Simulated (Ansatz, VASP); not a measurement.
**Two plane-wave programs on NaH**

File INCAR:

```
PREC = Accurate ; ENCUT = 520
EDIFF = 1E-6 ; ISMEAR = 0
SIGMA = 0.05 ; LREAL = F
LASPH = T ; NELM = 80
ALGO = Normal ; ISIF = 2
LWAVE = F ; LCHARG = F
NBANDS = 11
```

The input KPOINTS:

```
Automatic mesh
0
Gamma
  8 8 8
```

The input POSCAR:

```
NaH
1.0
    0.0000000000      2.4400000000      2.4400000000
    2.4400000000      0.0000000000      2.4400000000
    2.4400000000      2.4400000000      0.0000000000
Na H
1 1
Direct
   -0.0307377049      0.0307377049     -0.0307377049
    0.5000000000      0.5000000000      0.5000000000
```

Input for Ansatz:

```yaml
crystal:
  lattice:
    - [0.0, 2.44, 2.44]
    - [2.44, 0.0, 2.44]
    - [2.44, 2.44, 0.0]
  atoms:
    - { symbol: Na, position: [-0.0307377049, 0.0307377049, -0.0307377049] }
    - { symbol: H, position: [0.5, 0.5, 0.5] }
basis:
  ecutwfc: 420
kpoints:
  mp_grid: { grid: [8, 8, 8] }
hamiltonian:
  xc: lda
scf:
  occupations: { method: gaussian, width: 0.05 }
output:
  forces: true
  stress: true
  eigenvalues: true
```

Change from the starting cell: all Na atoms moved -0.150 Å, as atom 1 along Cartesian [0 1 0].

Alike in both runs: task single point; functional LDA; k mesh 8 × 8 × 8; occupations gaussian, width 0.05 eV; no spin polarisation.

|  | VASP | Ansatz |
| --- | --- | --- |
| version | VASP 6.6.1 | Ansatz 0.2.0 |
| potentials or method | VASP PAW LDA potentials, release 64 (Na_pv, H) | scalar-relativistic, plane waves, PAW |
| plane-wave cutoff (eV) | 520 | 420 |
| valence electrons in the cell | 8 | 10 |

```tsv
	VASP	Ansatz	Ansatz less VASP
gap on the k mesh at the Fermi level (eV)	3.36	3.36	+0.001
least direct gap on the mesh (eV)	4.26	4.26	+0.003
pressure (GPa)	-2.5	-2.4	+0.06
largest component of the traceless stress (GPa)	0.43	0.43	-0.003
rms of the force components (eV/Å)	0.066	0.065	-0.0006
```

Atom by atom the forces differ by 0.001 eV/Å (rms over components). The two sets of potentials don't hold the same shells in valence.

A k mesh can miss the band edges.
